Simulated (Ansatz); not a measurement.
**CdSe: properties of a relaxed candidate**

The task, for CdSe: repeat the electronic structure at other levels of theory.

Computed with Ansatz 0.2.0 (DFT PBE, scalar-relativistic, plane waves, PAW, unless a step names another level, unless a step's input says otherwise).

1 further run of the same task is left out (set aside as unsound or not needed).

## 1. The system as given

The structure is orthorhombic, space group Pnma (No. 62). The conventional cell has a = 8.165 Å, b = 4.507 Å, c = 7.479 Å, α = 90.00°, β = 90.00°, γ = 90.00°. Cd (site symmetry m) is surrounded by 4 Se at 2.63 to 2.75 Å. Se (site symmetry m) has 4 Cd at 2.63 to 2.75 Å as nearest neighbours.

Coordinates:

```cif
data_structure
_symmetry_space_group_name_H-M 'P 1'
_symmetry_Int_Tables_number 1
_cell_length_a 8.1647
_cell_length_b 4.5070
_cell_length_c 7.4791
_cell_angle_alpha 90.000
_cell_angle_beta 90.000
_cell_angle_gamma 90.000
_cell_volume 275.22
loop_
_atom_site_label
_atom_site_type_symbol
_atom_site_fract_x
_atom_site_fract_y
_atom_site_fract_z
_atom_site_occupancy
Cd1 Cd 0.84076 0.75000 0.39901 1
Cd2 Cd 0.65924 0.25000 0.89901 1
Cd3 Cd 0.34076 0.75000 0.10099 1
Cd4 Cd 0.15924 0.25000 0.60099 1
Se1 Se 0.82232 0.25000 0.59595 1
Se2 Se 0.67768 0.75000 0.09595 1
Se3 Se 0.32232 0.25000 0.90405 1
Se4 Se 0.17768 0.75000 0.40405 1
```

It is the end of an earlier relaxation with the same method, from a generated guess; it is a trial structure. At a tolerance of 0.02 Å it has space group Pnma (No. 62); it has 34.40 Å³/atom, an uncorrected energy of -0.56 eV/atom over the elements and, on its mesh, gap 0.75 eV.

## 2. Level of theory: r2SCAN

input.yaml reads:

```yaml
crystal:
  lattice:
    - [8.1647019, 0.0, 0.0]
    - [0.0, 4.507022, 0.0]
    - [0.0, 0.0, 7.4791059]
  atoms:
    - { symbol: Cd, position: [0.840757, 0.75, 0.399012] }
    - { symbol: Cd, position: [0.659243, 0.25, 0.899012] }
    - { symbol: Cd, position: [0.340757, 0.75, 0.100988] }
    - { symbol: Cd, position: [0.159243, 0.25, 0.600988] }
    - { symbol: Se, position: [0.822316, 0.25, 0.595951] }
    - { symbol: Se, position: [0.677684, 0.75, 0.095951] }
    - { symbol: Se, position: [0.322316, 0.25, 0.904049] }
    - { symbol: Se, position: [0.177684, 0.75, 0.404049] }
basis:
  ecutwfc: 500
kpoints:
  mp_grid: { grid: [4, 6, 4] }
  band_path:
    path:
      - [[0.0, 0.0, 0.0], [0.5, 0.0, 0.0], [0.5, 0.5, 0.0], [0.0, 0.5, 0.0], [0.0, 0.0, 0.0], [0.0, 0.0, 0.5], [0.5, 0.0, 0.5], [0.5, 0.5, 0.5], [0.0, 0.5, 0.5], [0.0, 0.0, 0.5]]
      - [[0.5, 0.0, 0.0], [0.5, 0.0, 0.5]]
      - [[0.0, 0.5, 0.0], [0.0, 0.5, 0.5]]
      - [[0.5, 0.5, 0.0], [0.5, 0.5, 0.5]]
    npoints: 14
hamiltonian:
  xc: r2scan
scf:
  occupations: { method: gaussian, width: 0.02 }
  n_extra_bands: 20
output:
  forces: true
  stress: true
  eigenvalues: true
  populations: true
  dos: { projected: true, de: 0.02, nscf_kmesh: { grid: [6, 9, 6] } }
  bader: true
  write_density: true
  write_potential: true
  elf: true
  volumetric_format: npy
```

The run is started by

```
ansatz run input.yaml --threads 4 --pin off --max-ram 8192MiB --backend cpu --events-out ev --progress --plain --runs-dir out
```

## 3. Band edges anywhere in the zone (r2SCAN)

input.yaml reads:

```yaml
crystal:
  lattice:
    - [8.1647019, 0.0, 0.0]
    - [0.0, 4.507022, 0.0]
    - [0.0, 0.0, 7.4791059]
  atoms:
    - { symbol: Cd, position: [0.840757, 0.75, 0.399012] }
    - { symbol: Cd, position: [0.659243, 0.25, 0.899012] }
    - { symbol: Cd, position: [0.340757, 0.75, 0.100988] }
    - { symbol: Cd, position: [0.159243, 0.25, 0.600988] }
    - { symbol: Se, position: [0.822316, 0.25, 0.595951] }
    - { symbol: Se, position: [0.677684, 0.75, 0.095951] }
    - { symbol: Se, position: [0.322316, 0.25, 0.904049] }
    - { symbol: Se, position: [0.177684, 0.75, 0.404049] }
basis:
  ecutwfc: 500
kpoints:
  mp_grid: { grid: [4, 6, 4] }
  band_path: { path: [VBM, CBM], npoints: 2 }
hamiltonian:
  xc: r2scan
scf:
  occupations: { method: gaussian, width: 0.02 }
output:
  forces: false
  stress: false
  eigenvalues: true
checkpoint:
  read: start.run
  write: ck
  compress: false
  write_wavefunctions: false
  write_every: 100000
```

## 4. Eigenvalues a small step from each edge (r2SCAN)

input.yaml: that of step 3 with these lines changed.

```diff
@@ -18,3 +18,2 @@
   mp_grid: { grid: [4, 6, 4] }
-  band_path: { path: [VBM, CBM], npoints: 2 }
 hamiltonian:
@@ -27,2 +26,35 @@
   eigenvalues: true
+  eigenstates:
+    kpoints:
+      - [0.0, 0.0, 0.0]
+      - [0.025989053, 0.0, 0.0]
+      - [-0.025989053, 0.0, 0.0]
+      - [0.0, 0.014346297, 0.0]
+      - [0.0, -0.014346297, 0.0]
+      - [0.0, 0.0, 0.023806733]
+      - [0.0, 0.0, -0.023806733]
+      - [0.018377036, 0.010144364, 0.0]
+      - [-0.018377036, -0.010144364, 0.0]
+      - [0.018377036, 0.0, 0.016833903]
+      - [-0.018377036, 0.0, -0.016833903]
+      - [0.0, 0.010144364, 0.016833903]
+      - [0.0, -0.010144364, -0.016833903]
+      - [0.015004787, 0.008282838, 0.013744824]
+      - [-0.015004787, -0.008282838, -0.013744824]
+      - [0.0, 0.0, 0.0]
+      - [0.025989053, 0.0, 0.0]
+      - [-0.025989053, 0.0, 0.0]
+      - [0.0, 0.014346297, 0.0]
+      - [0.0, -0.014346297, 0.0]
+      - [0.0, 0.0, 0.023806733]
+      - [0.0, 0.0, -0.023806733]
+      - [0.018377036, 0.010144364, 0.0]
+      - [-0.018377036, -0.010144364, 0.0]
+      - [0.018377036, 0.0, 0.016833903]
+      - [-0.018377036, 0.0, -0.016833903]
+      - [0.0, 0.010144364, 0.016833903]
+      - [0.0, -0.010144364, -0.016833903]
+      - [0.015004787, 0.008282838, 0.013744824]
+      - [-0.015004787, -0.008282838, -0.013744824]
+    e_range: [-2.708736, 2.708736]
 checkpoint:
```

(Steps that only read results are left out.)

Q: Predict the outcome of this session. Wanted: gap; Bader charges; gap over the zone; valence top, conduction bottom; hole masses; electron masses.

As calculated:

```
                                              quantity                                         value
                                          gap (r2SCAN)                   1.21 eV, direct on the path
                                Bader charges (r2SCAN)                          Cd +0.84, Se -0.84 e
                            gap over the zone (r2SCAN)                               1.21 eV, direct
valence top, conduction bottom (fractional k) (r2SCAN)  (0.000, 0.000, 0.000), (0.000, 0.000, 0.000)
                                  hole masses (r2SCAN)  0.12 to 2.91 m0 along the directions sampled
                              electron masses (r2SCAN)  0.12 to 0.18 m0 along the directions sampled
```

The gap runs from 0.75 eV with PBE to 1.21 eV with r2SCAN. At this fixed cell r2SCAN gives -1.2 GPa, so it would relax to a smaller volume.
